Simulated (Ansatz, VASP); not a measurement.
# Si (Sigma25 (430)[001] symmetric tilt boundary in Si): VASP beside Ansatz, part 2 of 2

One calculation is typed for both programs; each brings its own data sets. How far apart do they land? The cell is taken from a series of runs on this material, whose earlier steps may have relaxed, scaled, displaced or heated it; both programs get it as it stands.

VASP 6.6.1 and Ansatz 0.2.0.

So far. Step 2 (VASP: single point, PBE): The run ends at a pressure of -0.84 GPa, with forces up to 0.085 eV/Å.

**3. Ansatz: single point, PBE**

Level of this step: Ansatz beside VASP: Kohn-Sham DFT, plane waves, PBE (Ansatz).

Ansatz runs on its default PAW (the set named soft_2) files.

The same cell, functional, mesh and smearing now go to Ansatz, which takes its cutoff from its data sets.

Input file input.yaml:

```yaml
crystal:
  lattice:
    - [5.469, 0.0, 0.0]
    - [-2.7345, 13.6725, 0.0]
    - [0.0, 0.0, 21.32043]
  atoms:
    - { symbol: Si, position: [0.76386, 0.45271, 0.00916] }
    - { symbol: Si, position: [0.81396, 0.96036, 0.04964] }
    - { symbol: Si, position: [0.5653, 0.1671, 0.99251] }
    - { symbol: Si, position: [0.90277, 0.30386, 0.00014] }
    - { symbol: Si, position: [0.39436, 0.87272, 0.0553] }
    - { symbol: Si, position: [0.43915, 0.45219, 0.08161] }
    - { symbol: Si, position: [0.15493, 0.55701, 0.0453] }
    - { symbol: Si, position: [0.72782, 0.78865, 0.04884] }
    - { symbol: Si, position: [0.1515, 0.30324, 0.09148] }
    - { symbol: Si, position: [0.20228, 0.89146, 0.14909] }
    - { symbol: Si, position: [0.04676, 0.03269, 0.13234] }
    - { symbol: Si, position: [0.3549, 0.16663, 0.09722] }
    - { symbol: Si, position: [0.87902, 0.75302, 0.14825] }
    - { symbol: Si, position: [0.90831, 0.33217, 0.18084] }
    - { symbol: Si, position: [0.71326, 0.47359, 0.17064] }
    - { symbol: Si, position: [0.0436, 0.61029, 0.15071] }
    - { symbol: Si, position: [0.59414, 0.18995, 0.1931] }
    - { symbol: Si, position: [0.63592, 0.76534, 0.2383] }
    - { symbol: Si, position: [0.4802, 0.91031, 0.23221] }
    - { symbol: Si, position: [0.78442, 0.05478, 0.21687] }
    - { symbol: Si, position: [0.30208, 0.62915, 0.24669] }
    - { symbol: Si, position: [0.34885, 0.20894, 0.28384] }
    - { symbol: Si, position: [0.16556, 0.35028, 0.27288] }
    - { symbol: Si, position: [0.48706, 0.49254, 0.26312] }
    - { symbol: Si, position: [0.04115, 0.06955, 0.30731] }
    - { symbol: Si, position: [0.08528, 0.65017, 0.34403] }
    - { symbol: Si, position: [0.90012, 0.78667, 0.32771] }
    - { symbol: Si, position: [0.22373, 0.92852, 0.31962] }
    - { symbol: Si, position: [0.75101, 0.51394, 0.35247] }
    - { symbol: Si, position: [0.79505, 0.08797, 0.39762] }
    - { symbol: Si, position: [0.6071, 0.22329, 0.37396] }
    - { symbol: Si, position: [0.90638, 0.36921, 0.36036] }
    - { symbol: Si, position: [0.48068, 0.94667, 0.41102] }
    - { symbol: Si, position: [0.50942, 0.52536, 0.44281] }
    - { symbol: Si, position: [0.34499, 0.66824, 0.43964] }
    - { symbol: Si, position: [0.675, 0.80529, 0.42049] }
    - { symbol: Si, position: [0.17335, 0.38793, 0.44567] }
    - { symbol: Si, position: [0.23911, 0.97672, 0.5002] }
    - { symbol: Si, position: [0.03699, 0.1131, 0.49252] }
    - { symbol: Si, position: [0.34296, 0.24757, 0.4574] }
    - { symbol: Si, position: [0.95042, 0.82786, 0.50929] }
    - { symbol: Si, position: [0.73768, 0.03288, 0.95753] }
    - { symbol: Si, position: [0.42609, 0.89265, 0.94562] }
    - { symbol: Si, position: [0.50966, 0.47498, 0.9203] }
    - { symbol: Si, position: [0.31684, 0.61146, 0.93971] }
    - { symbol: Si, position: [0.62391, 0.75524, 0.94287] }
    - { symbol: Si, position: [0.1739, 0.33325, 0.91104] }
    - { symbol: Si, position: [0.17744, 0.91083, 0.86018] }
    - { symbol: Si, position: [0.02421, 0.05628, 0.8739] }
    - { symbol: Si, position: [0.34745, 0.19218, 0.89762] }
    - { symbol: Si, position: [0.87762, 0.76567, 0.85261] }
    - { symbol: Si, position: [0.93572, 0.35183, 0.8196] }
    - { symbol: Si, position: [0.75322, 0.49313, 0.82761] }
    - { symbol: Si, position: [0.07563, 0.62991, 0.84395] }
    - { symbol: Si, position: [0.61227, 0.21012, 0.80746] }
    - { symbol: Si, position: [0.63534, 0.78755, 0.76318] }
    - { symbol: Si, position: [0.45596, 0.92932, 0.77299] }
    - { symbol: Si, position: [0.78064, 0.07133, 0.78379] }
    - { symbol: Si, position: [0.31348, 0.65047, 0.74663] }
    - { symbol: Si, position: [0.37114, 0.22569, 0.71698] }
    - { symbol: Si, position: [0.21061, 0.36936, 0.73246] }
    - { symbol: Si, position: [0.51144, 0.51467, 0.73796] }
    - { symbol: Si, position: [0.0458, 0.08982, 0.6934] }
    - { symbol: Si, position: [0.07403, 0.6702, 0.65054] }
    - { symbol: Si, position: [0.88046, 0.80623, 0.6708] }
    - { symbol: Si, position: [0.21731, 0.94806, 0.68095] }
    - { symbol: Si, position: [0.76819, 0.52627, 0.64813] }
    - { symbol: Si, position: [0.82894, 0.1133, 0.59756] }
    - { symbol: Si, position: [0.65486, 0.24687, 0.63249] }
    - { symbol: Si, position: [0.95327, 0.38824, 0.64892] }
    - { symbol: Si, position: [0.48823, 0.97711, 0.59156] }
    - { symbol: Si, position: [0.58487, 0.49043, 0.54857] }
    - { symbol: Si, position: [0.23605, 0.7238, 0.54513] }
    - { symbol: Si, position: [0.62665, 0.82815, 0.58185] }
    - { symbol: Si, position: [0.16723, 0.40627, 0.55558] }
    - { symbol: Si, position: [0.50112, 0.31942, 0.54908] }
kpoints:
  mp_grid: { grid: [6, 2, 1] }
hamiltonian:
  xc: pbe
scf:
  occupations: { method: fermi_dirac, width: 0.025 }
output:
  forces: true
  stress: true
  populations: true
  dos:
    method: { smearing: { sigma: 0.08 } }
    de: 0.1
    projected:
      site_lists:
        Si: [Si]
        lower_grain: [0, 1, 2, 3, 4, 5, 6, 7, 8, 9, 10, 11, 12, 13, 14, 15, 16, 17, 18, 19, 20, 21, 22, 23, 24, 25, 26, 27, 28, 29, 30, 31, 32, 33, 34, 35, 36, 37, 38, 39, 40]
        upper_grain: [41, 42, 43, 44, 45, 46, 47, 48, 49, 50, 51, 52, 53, 54, 55, 56, 57, 58, 59, 60, 61, 62, 63, 64, 65, 66, 67, 68, 69, 70, 71, 72, 73, 74, 75]
  eigenvalues: true
  write_density: true
  write_potential: true
  volumetric_format: npy
```

Started as:

```console
$ ansatz run input.yaml --threads 4 --pin off --max-ram 8192MiB --backend cpu --events-out ev --progress --plain --runs-dir out
```

Numbers of over 12 decimals in the logs are rounded to 6 here.

The log of the run:

```text
Engine: ansatz 0.2.0, x86_64-unknown-linux-gnu
Pseudopotentials: kind: paw
Pseudopotential: Si, paw, valence charge 4, recommended cutoff 420 eV (normal), Si.paw.azcp
Functional definition: PBE
  parameter kappa = 0.804
  parameter beta = 0.066725
  exchange = pbe_x(kappa = kappa, mu = beta*pi^2/3)
  correlation = pbe_c(beta = beta)
Crystal: 76 atoms, lattice volume = 1594.233 Å³
Basis set: ecut = 420 eV, 31147 PW (Γ), exchange–correlation on 80×192×288 points (8 copies of the dense FFT grid, shifted against one another)
Bands: 228, of which v1, the nominal top of the filled ones, is band 152 counted from 1 (151 counted from 0)
Symmetry: 1 space group operations
Space group: P1 (ITA 1), of the structure as read, at distance tolerance 1.2e-4 Å
k-points: 8 of 12 (time reversal used)
Non-local potential: Si, projectors of the file, l = 0: 2, l = 1: 2, l = 2: 2
PAW form: soft (Blöchl's): semilocal exchange-correlation on the pseudo side does not see the compensation charge
PAW one-centre angular grid: Si, 110 points (default); XC on 64 Gauss nodes
Initial density: superposition of atomic densities (neutral atoms: chi_scale 0, normalization atom), corrected by the library's trained network
Initial wavefunctions: pseudopotential atomic-orbital guess
Functional: x = pbe(κ = 0.804, μ = 0.219515), c = pbe(β = 0.066725)
SCF iter   1: F=—  HF=-48313.163827 eV  |F-HF|=—  |Δ(HF+E_count)|=         —  Δρ=2.16e-3  dr2=2.57e-1  ethr=1.77e-3  ⟨swp⟩=6.1  Hψ=8428  notcnv=0  defer=330
preconditioner: auto → Resta (q_TF=auto, 2.070 Å⁻¹)  ε∞=5.5  [insulator: Δε(μ)=0.885 eV  Ē_g=7.649 eV  σ=0.025 eV  W_gap=1.00  n_scr=246 (ndim 8)  ℏωp=16.2 eV  f_vac=0.000  D(μ)=0.00/eV (n_scr^D=0)  ε∞_Penn≈5.5]
SCF iter   2: F=—  HF=-48313.143173 eV  |F-HF|=—  |Δ(HF+E_count)|=   2.07e-2  Δρ=1.20e-3  dr2=6.48e-2  ethr=8.47e-5  ⟨swp⟩=1.9  Hψ=2135  notcnv=0  defer=486
SCF iter   3: F=—  HF=-48313.136694 eV  |F-HF|=—  |Δ(HF+E_count)|=   6.48e-3  Δρ=2.16e-4  dr2=1.04e-3  ethr=2.13e-5  ⟨swp⟩=2.8  Hψ=2166  notcnv=0  defer=528
SCF iter   4: F=—  HF=-48313.137197 eV  |F-HF|=—  |Δ(HF+E_count)|=   5.04e-4  Δρ=5.42e-5  dr2=9.06e-5  ethr=3.41e-7  ⟨swp⟩=2.0  Hψ=2506  notcnv=0  defer=528
SCF iter   5: F=—  HF=-48313.137685 eV  |F-HF|=—  |Δ(HF+E_count)|=   4.87e-4  Δρ=1.65e-5  dr2=1.00e-5  ethr=2.98e-8  ⟨swp⟩=2.0  Hψ=2699  notcnv=0  defer=534
SCF iter   6: F=—  HF=-48313.137693 eV  |F-HF|=—  |Δ(HF+E_count)|=   8.41e-6  Δρ=4.04e-6  dr2=6.10e-7  ethr=3.29e-9  ⟨swp⟩=2.0  Hψ=2302  notcnv=0  defer=534
SCF iter   7: F=-48313.137694 eV  HF=-48313.137694 eV  |F-HF|=2.01e-8  |Δ(HF+E_count)|=   5.97e-7  Δρ=1.16e-6  dr2=5.92e-8  ethr=3.29e-11  ⟨swp⟩=21.2  Hψ=17111  notcnv=0
SCF 1 converged in 7 iterations: F = -48313.137694 eV  dr2 = 5.92e-8
  greatest PAW one-centre occupation: 0.646 electrons in one spin orbital (limit 2), on the Si atom at site 4 (counted from 0), in its partial waves of l = 0
SCF converged after 7 iterations
Free energy (F): -48313.137694 eV
Harris-Foulkes:  -48313.137694 eV  (|F-HF|=2.01e-8)
Internal energy: -48313.137694 eV  (E = F + TS)
E sigma→0 (E₀):  -48313.137694 eV
Entropy (-TS):   -0.000000 eV (-0.000 meV/atom)
Fermi energy:    6.029251 eV
--- Per-component energies (eV) ---
  E_band       = 236.652681
  E_kinetic    = 3028.724015
  E_local      = -2445.671411  (includes V_loc(G=0)·N_el)
  E_nonlocal   = 1961.663817
  E_hartree    = 702.191552
  E_xc         = -4176.808836
  E_vxc        = -3529.176915  (∫ρ·V_xc dr)
  E_paw        = -38965.882820  (= ΣΔE_a)
  E_vpaw       = -183.265502  (= ΣTr[D̂ρ^β])
  E_aug_tail   = 0.000474  (compensation charges beyond the density's cutoff)
  E_ewald      = -8417.354483
  E_smearing   = -0.000000  (= −TS)
  E_closure    = -0.000000  (closes the sum)
  Σ components = -48313.137694   (vs F -48313.137694, Δ=0.00e0)
--- Forces (eV/Å), atoms counted from 1 ---
  atom   1  Si     0.00518610    -0.01287295    -0.01044132
  atom   2  Si     0.00016558    -0.03164035     0.02931628
  atom   3  Si    -0.00587424     0.00501895    -0.03799449
  atom   4  Si     0.01492120    -0.03397443     0.00017170
  atom   5  Si     0.05272919     0.00897339    -0.01478701
  atom   6  Si    -0.00326248    -0.04025317     0.01196518
  atom   7  Si    -0.04267744    -0.01450384     0.01430566
  atom   8  Si     0.01088552     0.03061493     0.02899904
  atom   9  Si    -0.02654085    -0.00909324    -0.00538484
  atom  10  Si    -0.03242773    -0.05261627     0.02203783
  atom  11  Si    -0.02808791     0.01155698     0.00062882
  atom  12  Si    -0.03048215    -0.02319583     0.00930109
  atom  13  Si     0.02046981     0.06066614    -0.01626220
  atom  14  Si     0.01711246    -0.05088181     0.00985020
  atom  15  Si     0.01596475     0.03578031     0.00495092
  atom  16  Si     0.00954498    -0.05405120    -0.00660502
  atom  17  Si     0.01601945     0.04623446     0.00291321
[...]
k-point 1: bands = [... 148 lower, 5.0892, 5.1735, 5.2680, 5.2832, 6.4301, 6.4476, 6.5483, 6.6502, ... 72 higher]
  k-point 2: bands = [... 148 lower, 5.2207, 5.2968, 5.3474, 5.4251, 6.4274, 6.7819, 6.8431, 6.8600, ... 72 higher]
  k-point 7: bands = [... 148 lower, 5.1802, 5.2636, 5.6043, 5.6530, 6.5746, 7.0140, 7.0803, 7.1573, ... 72 higher]
--- Löwdin populations: 76 sites ---
  site symbol       q [e]
     0     Si      3.9830
     1     Si      3.9754
     2     Si      3.9500
     3     Si      3.9543
     4     Si      3.9924
     5     Si      3.9809
     6     Si      3.9694
     7     Si      4.0057
     8     Si      3.9577
     9     Si      3.9196
    10     Si      3.9715
    11     Si      3.9471
    12     Si      3.9495
    13     Si      3.9636
    14     Si      3.9494
    15     Si      3.9448
    16     Si      3.9554
    17     Si      3.9641
    18     Si      3.9746
    19     Si      3.9516
    20     Si      3.9595
    21     Si      3.9602
    22     Si      3.9569
    23     Si      3.9602
[...]
68     Si      3.9714
    69     Si      3.9205
    70     Si      3.9578
    71     Si      4.0038
    72     Si      3.9688
    73     Si      3.9815
    74     Si      3.9928
    75     Si      3.9764
  spilling = 0.010091 (of n_electrons = 304.000000)
```

Reading the cycles: dr2 is the Hartree energy of the density residual (eV), the measure of convergence; HF is the Harris–Foulkes estimate of the energy, which meets the free energy F at convergence.

**4. Differences**

Known differences besides the potentials themselves: the cutoff is 420 eV in Ansatz and 500 eV in VASP (PREC = Accurate, projectors in real space). Total energies have different zeros and are not compared.

The two programs side by side:

```tsv
quantity	Ansatz	VASP	difference
pressure (GPa)	-0.76	-0.84	+0.08
gap on the k mesh (eV)	0.774	0.772	+0.002
```

Forces on 10 of the 76 atoms, those with the largest forces and the largest differences (eV/Å; atoms numbered as in POSCAR):

```tsv
atom	Ansatz x, y, z	VASP x, y, z
Si5	0.053, 0.009, -0.015	0.062, 0.010, -0.011
Si8	0.011, 0.031, 0.029	0.005, 0.039, 0.033
Si10	-0.032, -0.053, 0.022	-0.033, -0.052, 0.020
Si13	0.020, 0.061, -0.016	0.023, 0.062, -0.018
Si34	-0.019, -0.069, 0.017	-0.022, -0.069, 0.019
Si35	-0.006, 0.061, 0.036	0.001, 0.059, 0.033
Si45	0.009, 0.066, -0.006	0.013, 0.065, -0.009
Si72	-0.055, 0.039, -0.039	-0.059, 0.033, -0.039
Si75	0.045, 0.007, -0.026	0.054, 0.010, -0.024
Si76	-0.077, -0.020, -0.026	-0.080, -0.017, -0.024
```

The forces differ by 2.9 meV/Å r.m.s., which is 10.6 % of the r.m.s. force of 0.028 eV/Å (both taken over all components). A gap on the mesh is an upper bound, since the band edges may lie between its points.

**5. Summary of results**

```
difference in gap on the k mesh (single point, PBE) : 0.0023 eV
```

In words: The difference in gap on the k mesh is 0.0023 eV (single point, PBE), within the 0.08 eV picked in this series as the mark of a large difference. How closely two codes agree says nothing of how well the functional describes the real material.

[Lines on the potential files, build, host, timing and source positions are cut from VASP's logs without a mark.]

[Logs are printed without paths, hosts, clocks, repeated set-up lines and the standing remarks that a program may print on its own settings, such as how far it seeks lower states.]

[Hosts, paths, dates, database ids (printed as entryN), source tags and the programs' standing remarks are cut or masked in the printed files.]
